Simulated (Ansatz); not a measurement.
The system is Ga.

```
Ga
1.0
     2.71648    0.00000    0.00000
     0.00000    2.71648    0.00000
     0.00000    0.00000    2.71648
Ga
1
Direct
  0.00000 0.00000 0.00000
```

The cell was built by a generator and needn't be a form met in nature.

A run of Ansatz 0.2.0 on this cell left the log below. Logs are shortened: lines on timing, memory, paths and dates and some standing lists are left out, and cuts for length are marked.

```text
Warning: output.stress: scf.convergence.dr2_threshold = 1e-7 eV (the SCF's general default) is looser than the 1e-10 eV advised for a printed stress (1e-10 eV for each atom of the cell: 1). What an SCF threshold leaves in a stress goes as its square root, and in the free energy as the threshold itself, and one threshold admits the most on a small cell: of the crystals measured, under no hybrid functional and no lock of the moments, on runs that ended without the residual-converged pass, on stresses that held no estimate of that error, the worst erred by over 100 MPa in a component at 1e-7 eV an atom and by under 5 at 1e-10. Set scf.convergence.dr2_threshold to 1e-10 eV or tighter. The threshold is an SCF's pass mark: one that does not reach it within its budget of iterations ends unconverged, or closes short of it on a stop that the run arms, and scf.convergence.dr2_threshold's page says what that costs each kind of run
Warning: output.stress: scf.exx.energy_threshold = 1e-6 eV is looser than the 1e-8 eV advised for a stress under a hybrid functional (1e-8 eV for each atom of the cell: 1). Every SCF of the exchange loop can meet its threshold on dr2 while the loop round them stops early: no threshold on dr2 bounds what that leaves in the stress. Set scf.exx.energy_threshold to 1e-8 eV or tighter. The threshold is the loop's pass mark: a loop that does not reach it within its budget of cycles ends unconverged, and scf.exx.energy_threshold's page has the law
GPUs: using 1 of 1 available (devices: 1).
Engine: ansatz 0.2.0, x86_64-unknown-linux-gnu
Pseudopotentials: kind: paw
Pseudopotential: Ga, paw, valence charge 13, recommended cutoff 500 eV (meta_gga), Ga.paw.azcp
Functional definition: r2SCAN0
  parameter a = 0.25
  parameter k0 = 0.174
  parameter k1 = 0.065
  parameter a1 = 4.9479
  exchange = (1 - a)*r2scan_x(k0 = k0, k1 = k1, a1 = a1) + a*exact_x
  correlation = r2scan_c
device memory: the entry about to start is reckoned to put 0.5 GiB on a device that reports 69.4 GiB free (of which the cap on the GPU budget leaves the run 18.0 GiB)
GPU FFT provider: cuFFT
GPU libraries: cuBLAS 13.8.2, cuFFT 12.4.0, cuSOLVER 12.3.4
Crystal: 1 atoms, lattice volume = 20.046 Å³
Basis set: ecut = 500 eV, 485 PW (Γ), exchange–correlation on 80×80×80 points (64 copies of the dense FFT grid, shifted against one another)
Bands: 11, of which v1, the nominal top of the filled ones, is band 7 counted from 1 (6 counted from 0)
Symmetry: 48 space group operations
Space group: Pm-3m (ITA 221), of the structure as read, at distance tolerance 2.7e-5 Å
k-points: 10 of 125
Non-local potential: Ga, projectors of the file, l = 0: 2, l = 1: 2, l = 2: 3, l = 3: 1
PAW form: soft (Blöchl's): semilocal exchange-correlation on the pseudo side does not see the compensation charge
PAW frozen core: Ga, regenerated for the run's functional, and the local potential with it (the file was generated under x = pbe(κ = 0.804, μ = 0.2195149727645171), c = pbe(β = 0.06672455060314922))
PAW one-centre angular grid: Ga, 590 points (default); XC on 160 Gauss nodes
Initial density: superposition of atomic densities (neutral atoms: chi_scale 0, normalization atom), corrected by the library's trained network
[... 56 lines left out ...]
hybrid outer 2: dexx = +4.379e-7 eV, tail = 2.47e-8 eV, Δε = 5.29e-3 eV (about 2.30e-4 eV left of the loop's levels)
hybrid SCF converged: 2 outer / 15 inner (+10 warm-up), last move |dexx| = 4.38e-7 eV, tail = 2.47e-8 eV
Stability not checked: this state was not tested for a lower state beside it, because the functional holds exact exchange (a hybrid, or Hartree-Fock), whose exchange loop this test does not read (fock_operator; see scf.lower_state_search)
Free energy (F): -3788.927573 eV
Frozen-core exchange: fock
Harris-Foulkes:  -3788.927573 eV  (|F-HF|=1.50e-11)
Internal energy: -3788.921778 eV  (E = F + TS)
E sigma→0 (E₀):  -3788.924675 eV
Entropy (-TS):   -0.005795 eV (-5.795 meV/atom)
Fermi energy:    8.224348 eV
--- Per-component energies (eV) ---
  E_band       = -90.194053
  E_kinetic    = 113.172242
  E_local      = -1872.817450  (includes V_loc(G=0)·N_el)
  E_nonlocal   = 425.055869
  E_hartree    = 879.623698
  E_xc         = -48.301956
  E_vxc        = -45.613284  (∫ρ·V_xc dr)
  E_exx        = -53.079927  (= α·E_x^exact, valence–valence)
  E_paw        = -1961.303817  (= ΣΔE_a)
  E_vpaw       = -365.404987  (= ΣTr[D̂ρ^β])
  E_aug_tail   = -0.000041  (compensation charges beyond the density's cutoff)
  E_vtau       = 2.325981  (kinetic-family band-sum trace: ∫τ·v_τ [+ j·A + Jᵃ·Aᵃ] dr)
  E_ewald      = -1270.886801
  E_core_change = -0.383594  (= ΣΔE_core)
  E_smearing   = -0.005795  (= −TS)
  E_closure    = -0.000000  (closes the sum)
  Σ components = -3788.927573   (vs F -3788.927573, Δ=0.00e0)
--- Forces (eV/Å), atoms counted from 1 ---
  atom   1  Ga    -0.00000000     0.00000000    -0.00000000
  max |Σ_I F_I| component: 3.29e-30 eV/Å
--- Stress (GPa, compression-positive) ---
       -3.105467      -0.000000       0.000000
       -0.000000      -3.105467       0.000000
        0.000000       0.000000      -3.105467
  P = ⅓ Tr σ = -3.1055 GPa (-31.055 kbar)
--- Band table (eV; the first three rows and the last of 10) ---
  k-point 0: bands = ["-10.3196", "-10.3196", "-9.7973", "-9.7973", "-9.7973", "-4.2311", "19.1548", "19.1548", "19.1548", "21.8373", "21.8373"]
  k-point 1: bands = ["-10.3057", "-10.1973", "-9.8474", "-9.8474", "-9.7931", "-3.2753", "12.4607", "20.0554", "20.0554", "22.5850", "24.6188"]
  k-point 2: bands = ["-10.2831", "-10.0107", "-9.9280", "-9.9280", "-9.7863", "-0.4656", "5.1132", "22.3021", "22.3021", "24.7502", "26.5299"]
  k-point 9: bands = ["-10.1095", "-10.0995", "-10.0995", "-9.7156", "-9.7156", "7.0756", "11.8892", "11.8892", "15.0433", "19.0216", "19.3304"]
```

Problem. What input gives this log?

Solution. Single point with r2SCAN0, no spin polarisation. The files as run (others can give the same):

input
```
crystal:
  lattice:
    - [2.71648, 0.0, 0.0]
    - [0.0, 2.71648, 0.0]
    - [0.0, 0.0, 2.71648]
  atoms:
    - { symbol: Ga, position: [0.0, 0.0, 0.0] }
hamiltonian:
  xc: r2scan0
  pseudopotentials: { kind: paw }
kpoints:
  mp_grid: { grid: [5, 5, 5] }
scf:
  occupations: { method: fermi_dirac, width: 0.05 }
output:
  forces: true
  stress: true
  eigenvalues: true
```

Caveat: the k mesh is coarse (spacing up to 0.46 Å⁻¹), so the values aren't converged, least of all with exact exchange; the PAW data sets come from PBE, with cores solved anew for the run's functional, which leaves a small shift of forces and pressure; the thresholds are loose for stress.
